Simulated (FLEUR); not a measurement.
The system is Sn.

```
Sn
1.0
    -1.72654    1.77555    2.33834
     1.72654   -1.77555    2.33834
     1.72654    1.77555   -2.33834
Sn
1
Direct
  0.00000 0.00000 0.00000
```

This isn't the form of Sn at room conditions, which is tetragonal (white tin).

- Program: FLEUR MaX-R8.1 (later development tree)
- Task: single point
- Functional: PBE
- Potentials or basis: all-electron
- Basis: FLAPW
- Kmax: 4.1 1/bohr
- k mesh: 11 × 11 × 11
- Occupations: fermi-dirac, width 0.05 eV
- Spin: no spin polarisation
- Gmax: 12.7 1/bohr
- Muffin-tin radii: Sn 2.66 bohr
- lmax: Sn 11
- Local orbitals a species: Sn 5
- Max iterations: 60
- Mixing factor: 0.05
- Mixer: Anderson
- Mixer history: 15
- Density convergence: 1e-05 me/bohr^3

On this cell: band gap on the k mesh none (metal or under the smearing width).

The same run follows on a disturbed copy (cell strained at random at fixed volume):

```xyz
1
Lattice="-1.6658 1.7656 2.2958 1.7444 -1.7991 2.3793 1.6824 1.8152 -2.3212" Properties=species:S:1:pos:R:3 pbc="T T T"
Sn   -0.0176    0.0062   -0.0314
```

**Question.** What changes?

**Answer.** The energy (extrapolated to zero smearing) moves by +5.2 meV/atom; band gap on the k mesh none (metal or under the smearing width).
